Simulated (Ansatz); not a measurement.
# SnO (P4/nmm) in Ansatz: further runs, part 2 of 2

Ansatz 0.2.0.

## Step 4: Relaxation of cell and atoms, BLYP+D3(BJ)

The input, input.yaml:

```yaml
crystal:
  lattice:
    - [3.81369522, 0.0, 0.0]
    - [0.0, 3.81369522, 0.0]
    - [0.0, 0.0, 4.8869133]
  atoms:
    - { symbol: Sn, position: [0.5, 0.0, 0.76462614] }
    - { symbol: Sn, position: [0.0, 0.5, 0.23537386] }
    - { symbol: O, position: [0.0, 0.0, 0.0] }
    - { symbol: O, position: [0.5, 0.5, 0.0] }
hamiltonian:
  xc: blyp
  pseudopotentials: { kind: paw }
  dispersion: d3bj
kpoints:
  mp_grid: { grid: [7, 7, 6] }
scf:
  occupations: { method: fermi_dirac, width: 0.05 }
output:
  forces: true
  stress: true
relax:
  f_tol: 0.01
  max_steps: 40
  cell: { stress_tol: 0.05 }
```

Run with:

```bash
$ ansatz run input.yaml --threads 2 --pin off --max-ram 5120MiB --backend cpu --events-out ev --progress --plain --runs-dir out
```

Wall time 33 s (2 threads of Intel Xeon at 2.50GHz (Skylake/Cascade Lake), shared host); peak memory 0.41 GiB.

Results (log left out):

* Free energy: -13222.1338 eV
* Relaxed volume: 18.04 Å³/atom
* Relaxed cell: a = 3.873 Å, b = 3.873 Å, c = 4.811 Å, α = 90.00°, β = 90.00°, γ = 90.00°
* Space group after relaxing (to 0.05 Å): P4/nmm (No. 129)
* Energy gained by relaxing: 8.8 meV/atom
* Ionic steps: 8
* Pressure after relaxing: 0.0 GPa
* Band gap on the k mesh: 0.61 eV

Step by step:
```
step  energy change (eV)  largest force (eV/Å)  volume (Å³)
   1              0.0000                0.5820        71.08
   2             -0.0254                0.3195        71.15
   3             -0.0284                0.0170        72.60
   4             -0.0301                0.0005        72.20
   5             -0.0348                0.0018        72.20
   6             -0.0350                0.0011        72.17
   7             -0.0350                0.0000        72.17
   8             -0.0352                0.0000        72.17
```

Final structure:
```yaml
crystal:
  lattice:
    - [3.87318, 0.00000, 0.00000]
    - [0.00000, 3.87318, 0.00000]
    - [0.00000, 0.00000, 4.81082]
  atoms:
    - { symbol: Sn, position: [0.50000, 0.00000, 0.75899] }
    - { symbol: Sn, position: [0.00000, 0.50000, 0.24101] }
    - { symbol: O, position: [0.00000, 0.00000, 0.00000] }
    - { symbol: O, position: [0.50000, 0.50000, 0.00000] }
```

Caveat: odd divisions of the mesh miss points on the zone boundary, where band edges often lie, so the gap on the mesh can be too wide; the plane-wave basis is chosen anew once the cell has moved, so the energies of steps on either side of that aren't comparable; the pressure holds a Pulay correction of +0.5 GPa for the finite cutoff; spin-orbit coupling is left out, which moves the levels of the heavy elements; the PAW data sets come from PBE, with cores solved anew for the run's functional, which leaves a small shift of forces and pressure. A k mesh can miss the band edges.

## Step 5: Single point, PBE

input.yaml: that of step 4 with these lines changed.

```diff
@@ -11,5 +11,4 @@
 hamiltonian:
-  xc: blyp
+  xc: pbe
   pseudopotentials: { kind: paw }
-  dispersion: d3bj
 kpoints:
@@ -18,2 +17,4 @@
   occupations: { method: fermi_dirac, width: 0.05 }
+basis:
+  ecutwfc: "500 eV"
 output:
@@ -21,5 +22,6 @@
   stress: true
-relax:
-  f_tol: 0.01
-  max_steps: 40
-  cell: { stress_tol: 0.05 }
+  eigenvalues: true
+  write_density: true
+  write_potential: true
+  elf: true
+  volumetric_format: npy
```

Potentials or basis: Ansatz PAW.

Run with:

```bash
$ ansatz run input.yaml --threads 2 --pin off --max-ram 5120MiB --backend cpu --events-out ev --progress --plain --runs-dir out
```

Log:

```text
Warning: RAYON_NUM_THREADS=2 ignored (pool sized by the plan → 2); use --threads N
Engine: ansatz 0.2.0, x86_64-unknown-linux-gnu
Pseudopotentials: kind: paw
Pseudopotential: Sn, paw, valence charge 14, recommended cutoff 420 eV (normal), Sn.paw.azcp
Pseudopotential: O, paw, valence charge 6, recommended cutoff 420 eV (normal), O.paw.azcp
Functional definition: PBE
  parameter kappa = 0.804
  parameter beta = 0.06672455060314922
  exchange = pbe_x(kappa = kappa, mu = beta*pi^2/3)
  correlation = pbe_c(beta = beta)
Crystal: 4 atoms, lattice volume = 71.077 Å³
Basis set: ecut = 500 eV, 1801 PW (Γ), exchange–correlation on 60×60×72 points (8 copies of the dense FFT grid, shifted against one another)
Bands: 24, of which v1, the nominal top of the filled ones, is band 20 counted from 1 (19 counted from 0)
Symmetry: 16 space group operations
Space group: P4/nmm (ITA 129), of the structure as read, at distance tolerance 4.1e-5 Å
k-points: 40 of 294
Non-local potential: Sn, projectors of the file, l = 0: 2, l = 1: 2, l = 2: 2, l = 3: 2
Non-local potential: O, projectors of the file, l = 0: 2, l = 1: 2, l = 2: 1
PAW form: soft (Blöchl's): semilocal exchange-correlation on the pseudo side does not see the compensation charge
PAW one-centre angular grid: Sn, 590 points (default); XC on 64 Gauss nodes
PAW one-centre angular grid: O, 110 points (default); XC on 64 Gauss nodes
Initial density: superposition of atomic densities (neutral atoms: chi_scale 0, normalization atom), corrected by the library's trained network
Initial wavefunctions: pseudopotential atomic-orbital guess
Functional: x = pbe(κ = 0.804, μ = 0.2195149727645171), c = pbe(β = 0.06672455060314922)
SCF iter   1: F=—  HF=-13183.386051 eV  |F-HF|=—  |Δ(HF+E_count)|=         —  Δρ=1.62e-3  dr2=1.19e-3  ethr=1.77e-3  ⟨swp⟩=6.0  Hψ=4469  notcnv=0
preconditioner: auto → Resta (q_TF=auto, 2.479 Å⁻¹)  ε∞=3.4  [insulator: Δε(μ)=0.381 eV  Ē_g=18.099 eV  σ=0.050 eV  W_gap=0.96  n_scr=18 (ndim 8)  ℏωp=27.9 eV  f_vac=0.023  D(μ)=0.02/eV (n_scr^D=0)  ε∞_Penn≈3.4]
SCF iter   2: F=—  HF=-13183.386071 eV  |F-HF|=—  |Δ(HF+E_count)|=   2.07e-5  Δρ=9.69e-4  dr2=3.25e-4  ethr=2.99e-6  ⟨swp⟩=2.3  Hψ=2132  notcnv=0
SCF iter   3: F=—  HF=-13183.386454 eV  |F-HF|=—  |Δ(HF+E_count)|=   3.83e-4  Δρ=3.50e-4  dr2=7.73e-5  ethr=8.12e-7  ⟨swp⟩=3.0  Hψ=1769  notcnv=0
SCF iter   4: F=—  HF=-13183.386451 eV  |F-HF|=—  |Δ(HF+E_count)|=   2.53e-6  Δρ=1.05e-4  dr2=8.22e-6  ethr=1.93e-7  ⟨swp⟩=2.0  Hψ=1301  notcnv=0
SCF iter   5: F=—  HF=-13183.386453 eV  |F-HF|=—  |Δ(HF+E_count)|=   1.64e-6  Δρ=4.59e-5  dr2=1.41e-6  ethr=2.05e-8  ⟨swp⟩=2.0  Hψ=1745  notcnv=0
SCF iter   6: F=—  HF=-13183.386453 eV  |F-HF|=—  |Δ(HF+E_count)|=   3.02e-7  Δρ=1.52e-5  dr2=1.73e-7  ethr=3.52e-9  ⟨swp⟩=3.0  Hψ=1767  notcnv=0
SCF iter   7: F=-13183.386453 eV  HF=-13183.386453 eV  |F-HF|=8.08e-9  |Δ(HF+E_count)|=   1.18e-7  Δρ=2.93e-6  dr2=6.61e-9  ethr=2.50e-10  ⟨swp⟩=9.8  Hψ=6393  notcnv=0
SCF 1 converged in 7 iterations: F = -13183.386453 eV  dr2 = 6.61e-9
SCF converged after 7 iterations
Free energy (F): -13183.386453 eV
Harris-Foulkes:  -13183.386453 eV  (|F-HF|=8.08e-9)
Internal energy: -13183.386158 eV  (E = F + TS)
E sigma→0 (E₀):  -13183.386306 eV
Entropy (-TS):   -0.000296 eV (-0.074 meV/atom)
Fermi energy:    9.968832 eV
--- Per-component energies (eV) ---
  E_band       = -191.742449
  E_kinetic    = 724.198192
  E_local      = -2719.425621  (includes V_loc(G=0)·N_el)
  E_nonlocal   = 32.407619
  E_hartree    = 1467.007514
  E_xc         = -913.020984
  E_vxc        = -380.702482  (∫ρ·V_xc dr)
  E_paw        = -8589.196398  (= ΣΔE_a)
  E_vpaw       = -782.238345  (= ΣTr[D̂ρ^β])
  E_aug_tail   = 0.002006  (compensation charges beyond the density's cutoff)
  E_ewald      = -3185.358485
  E_smearing   = -0.000296  (= −TS)
  E_closure    = -0.000000  (closes the sum)
  Σ components = -13183.386453   (vs F -13183.386453, Δ=0.00e0)
--- Forces (eV/Å), atoms counted from 1 ---
  atom   1  Sn     0.00000000     0.00000000    -0.36453134
  atom   2  Sn     0.00000000     0.00000000     0.36453134
  atom   3  O      0.00000000     0.00000000     0.00000000
  atom   4  O      0.00000000     0.00000000     0.00000000
  max |Σ_I F_I| component: 5.55e-17 eV/Å
--- Stress (GPa, compression-positive) ---
        3.856955       0.000000       0.000000
        0.000000       3.856955       0.000000
        0.000000       0.000000       2.934616
  P = ⅓ Tr σ = 3.5495 GPa (35.495 kbar)
--- Band table (eV; the first three rows and the last of 40) ---
  k-point 0: bands = ["-12.2260", "-11.7921", "-11.7863", "-11.7863", "-11.7497", "-11.7325", "-11.6963", "-11.6861", "-11.6637", "-11.6637", "-10.4085", "-7.7808", "2.1345", "3.1624", "3.5441", "3.5441", "6.3195", "6.6183", "6.6183", "9.7889", "11.8644", "14.0764", "14.5113", "14.5113"]
  k-point 1: bands = ["-12.2224", "-11.7958", "-11.7806", "-11.7806", "-11.7469", "-11.7294", "-11.6991", "-11.6891", "-11.6701", "-11.6701", "-10.4002", "-7.7810", "1.5129", "3.5696", "3.5696", "4.0592", "6.3035", "6.6148", "6.6148", "9.5158", "11.5994", "13.7853", "13.7853", "14.1551"]
  k-point 2: bands = ["-12.2150", "-11.8033", "-11.7664", "-11.7664", "-11.7400", "-11.7210", "-11.7061", "-11.6973", "-11.6857", "-11.6857", "-10.3834", "-7.7812", "0.9009", "3.6217", "3.6217", "5.4662", "6.2720", "6.6068", "6.6068", "8.5790", "11.4636", "13.0731", "13.0731", "13.7806"]
  k-point 39: bands = ["-12.1386", "-12.1234", "-11.7626", "-11.7579", "-11.7342", "-11.7325", "-11.6924", "-11.6915", "-11.6621", "-11.6614", "-8.7588", "-8.6253", "0.8854", "1.0323", "3.9989", "4.3161", "7.0330", "7.2197", "7.2508", "7.3107", "12.1888", "12.3621", "13.2232", "13.9716"]
```

rho_z.tsv:

```text
# z_ang	rho[e/angstrom^3]
# format = ansatz-planar-average/11
# lattice	3.813695220	0.000000000	0.000000000
# lattice	0.000000000	3.813695220	0.000000000
# lattice	0.000000000	0.000000000	4.886913300
# sites	4
# site	50	1.906847610	0.000000000	3.736661653
# site	50	0.000000000	1.906847610	1.150251647
# site	8	0.000000000	0.000000000	0.000000000
# site	8	1.906847610	1.906847610	0.000000000
0.000000	1.028541e0
0.135748	9.757468e-1
0.271495	8.384680e-1
0.407243	6.803799e-1
0.542990	5.828662e-1
0.678738	5.914863e-1
[... 28 lines left out ...]
4.615418	8.384680e-1
4.751166	9.757468e-1
```

v_z.tsv:

```text
# z_ang	v_es[eV]	v_tot[eV]
# format = ansatz-planar-average/11
# xc	pbe
# density_cutoff_ev	2000
# datasets	Sn=:simpson_from_first_knot:soft	O=:simpson_from_first_knot:soft
# lattice	3.813695220	0.000000000	0.000000000
# lattice	0.000000000	3.813695220	0.000000000
# lattice	0.000000000	0.000000000	4.886913300
# sites	4
# site	50	1.906847610	0.000000000	3.736661653
# site	50	0.000000000	1.906847610	1.150251647
# site	8	0.000000000	0.000000000	0.000000000
# site	8	1.906847610	1.906847610	0.000000000
0.000000	1.081106e0	-1.173978e1
0.135748	1.275718e0	-1.145178e1
0.271495	1.873447e0	-1.059380e1
0.407243	2.909527e0	-9.212705e0
0.542990	4.558705e0	-7.219075e0
0.678738	6.424864e0	-5.084137e0
[... 28 lines left out ...]
4.615418	1.873447e0	-1.059380e1
4.751166	1.275718e0	-1.145178e1
```

It took 7.2 s on 2 threads of Intel Xeon at 2.50GHz (Skylake/Cascade Lake), shared host; peak memory 0.41 GiB.

What came out:

```yaml
Free_energy: -13183.3865 eV
Pressure: 3.5 GPa
Largest_force: 0.365 eV/Å
Band_gap_on_the_k_mesh: 0.37 eV, indirect (least direct gap 2.08 eV)
```

Forces in eV/Å, atoms in the order of the input:
```
Sn   0.000  0.000 -0.365
Sn   0.000  0.000  0.365
O    0.000  0.000  0.000
O    0.000  0.000  0.000
```

Stress tensor (GPa, compression positive):
```
3.86 0.00 0.00
0.00 3.86 0.00
0.00 0.00 2.93
```

Levels at points of the mesh, in eV from the valence-band top:
| k point | band 18 | band 19 | band 20 | band 21 | band 22 | band 23 |
| --- | --- | --- | --- | --- | --- | --- |
| (0.00, 0.00, 0.00) | -3.17 | -3.17 | 0.00 | 2.08 | 4.29 | 4.72 |
| (0.00, 0.00, -0.50) | -3.19 | -3.19 | -2.22 | 1.73 | 3.03 | 3.03 |

Caveat: odd divisions of the mesh miss points on the zone boundary, where band edges often lie, so the gap on the mesh can be too wide; spin-orbit coupling is left out, which moves the levels of the heavy elements. A k mesh can miss the band edges.

## Step 6: Overview

```tsv
task	level	cell	cutoff (eV)	gap on the mesh (eV)	pressure (GPa)	relaxed volume (Å³/atom)
relaxation of cell and atoms	LDA	relaxed	420	0.07	0.0	16.53
relaxation of cell and atoms	RPBE	relaxed	420	1.58	0.0	21.66
relaxation of cell and atoms	BLYP+D3(BJ)	relaxed	420	0.61	0.0	18.04
single point	PBE	as given	500	0.37	3.5	-
```

Alike in all rows: potentials or basis Ansatz PAW; no spin polarisation; k mesh 7 × 7 × 6; smearing fermi-dirac 0.05 eV.

Caveats: odd divisions of the mesh miss points on the zone boundary, where band edges often lie, so the gap on the mesh can be too wide; spin-orbit coupling is left out, which moves the levels of the heavy elements; the plane-wave basis is chosen anew once the cell has moved, so the energies of steps on either side of that aren't comparable (some runs); the PAW data sets come from PBE, with cores solved anew for the run's functional, which leaves a small shift of forces and pressure (some runs); the volume moved by over 15 % at a fixed basis, so the end points are rough (some runs).

Total energies depend on the potentials used, so only differences within one code and one set of settings carry meaning.
